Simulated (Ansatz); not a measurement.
## HfO2: elastic constants from stress and strain

```
CELL_PARAMETERS angstrom
0.00000 2.55750 2.55750
2.55750 0.00000 2.55750
2.55750 2.55750 0.00000
ATOMIC_POSITIONS crystal
Hf 0.00000 0.00000 0.00000
O 0.25000 0.25000 0.25000
O 0.75000 0.75000 0.75000
```

Atoms are numbered in the order listed.

The cell is COD entry 9009016, as deposited and not checked against the literature; nothing was relaxed.

No spin–orbit coupling, which matters for the heavy atoms here.

All numbers below come from DFT, PBE, all-electron LAPW, scalar-relativistic in Ansatz 0.2.0.

Numerical set-up: a Γ-centred 9×9×9 k mesh, Fermi–Dirac smearing of 0.01 eV, basis error target 1 meV/atom, no spin polarisation.

The unstrained cell is at -2.46 GPa. Large strains and very small stresses are left out. Each strain is applied once, with fractional coordinates held (clamped ions), and σ below is the change of stress, positive in tension. One finite strain gives stress–strain coefficients at this pressure with an error of the order of the strain times third-order constants, a few per cent for each per cent of strain.

**Question.** Estimate the stiffness probed by this change, and the stress that it gives: equal xy, yz and zx engineering shear strains of -1 %.

**Answer.** σxy = -0.87 GPa and γxy = 2εxy = -0.0100, so C44 (clamped ions) = σxy/γxy = 87 GPa.

**Question.** Estimate the stiffness probed by this change, and the stress that it gives: equal xy, yz and zx engineering shear strains of +1 %.

**Answer.** σxy = 0.79 GPa and γxy = 2εxy = 0.0100, so C44 (clamped ions) = σxy/γxy = 79 GPa.

**Question.** The two estimates of C44 (clamped ions) differ. Why, and which value is best?

**Answer.** Finite strains add third-order terms, which change sign with the strain; interpolating the two linearly to zero strain gives 83 GPa, the better value.
